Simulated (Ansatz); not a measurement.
V:

```
V
1.0
    -1.51435    1.51435    1.51435
     1.51435   -1.51435    1.51435
     1.51435    1.51435   -1.51435
V
1
Direct
  0.00000 0.00000 0.00000
```

Base run:

| Quantity | Value |
| --- | --- |
| Program | Ansatz 0.2.0 |
| Functional | LDA |
| Potentials or basis | all-electron LAPW, scalar-relativistic |
| Cutoff | 257 eV (chosen from the basis error) |
| Basis error allowed | 0.001 eV/atom |
| k mesh | 12 × 12 × 12 |
| Occupations | fermi-dirac, width 0.05 eV |
| Spin | collinear spin, ferromagnetic start |
| Starting moments | [2.0] μB |

Its results: pressure -17.8 GPa; net moment 0.00 μB per cell.

**Question.** The run is repeated on the same cell with these changes: functional from LDA to PBEsol. What comes out?

**Answer.** Pressure -12.1 GPa; net moment 0.00 μB per cell.

PBEsol binds less tightly than LDA, so the same cell stands under more pressure.

Caveats: the starting moments weren't kept.
